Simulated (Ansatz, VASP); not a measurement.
One calculation of Hf3B, two programs

```
Hf B
1.0
     5.23683    0.00000    0.00000
     0.00000    5.23683    0.00000
     0.00000    0.00000    5.23683
Hf B
6 2
Direct
  0.25000 0.00000 0.50000
  0.75000 0.00000 0.50000
  0.00000 0.50000 0.25000
  0.00000 0.50000 0.75000
  0.50000 0.75000 0.00000
  0.50000 0.25000 0.00000
  0.00000 0.00000 0.00000
  0.50000 0.50000 0.50000
```

Change from the starting cell: species swapped into the Mo3Os type (Pm-3n, No. 223).

Alike in both runs: functional PBE; k mesh 8 × 8 × 8; occupations gaussian, width 0.1 eV; no spin polarisation.

Ansatz relaxed the structure, and its values are those at the end. VASP's run is a single point on that final structure, the one shown.

|  | VASP | Ansatz |
| --- | --- | --- |
| version | VASP 6.6.1 | Ansatz 0.2.0 |
| potentials or method | VASP PAW PBE potentials, release 64 (Hf_pv, B) | scalar-relativistic, plane waves, PAW |
| plane-wave cutoff (eV) | 520 | 420 |
| valence electrons in the cell | 66 | 162 |

```tsv
	VASP	Ansatz	Ansatz less VASP
gap on the k mesh at the Fermi level (eV)	none	none	-
pressure (GPa)	-0.4	0.0	+0.44
```

A gap of «none» marks a metal or a gap that the smearing closes. The two sets of potentials don't hold the same shells in valence.

Spin-orbit coupling is left out, which matters for the levels of Hf.
